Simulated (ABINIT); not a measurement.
W:

```
CELL_PARAMETERS angstrom
-1.58234 1.58234 1.58234
1.58234 -1.58234 1.58234
1.58234 1.58234 -1.58234
ATOMIC_POSITIONS crystal
W 0.00000 0.00000 0.00000
```

Program: ABINIT 10.8.3 (patched build). Alike in all runs: potentials or basis JTH PAW PBE v2.0; cell as given; cutoff (eV) 435; smearing fermi-dirac 0.05 eV. Hardware: 1 thread of Arm Neoverse V1 (shared host).

Problem. Order these runs on this cell by their wall time, lowest first.
A. task single point; level PBEsol; spin off; k mesh 16 × 16 × 16
B. task single point; level PBE; spin off; k mesh 10 × 10 × 10
C. task band structure; level revPBE; spin SOC, no magnetisation; k mesh 12 × 12 × 12

Solution. B (5.8 s), A (18 s), C (51 s).
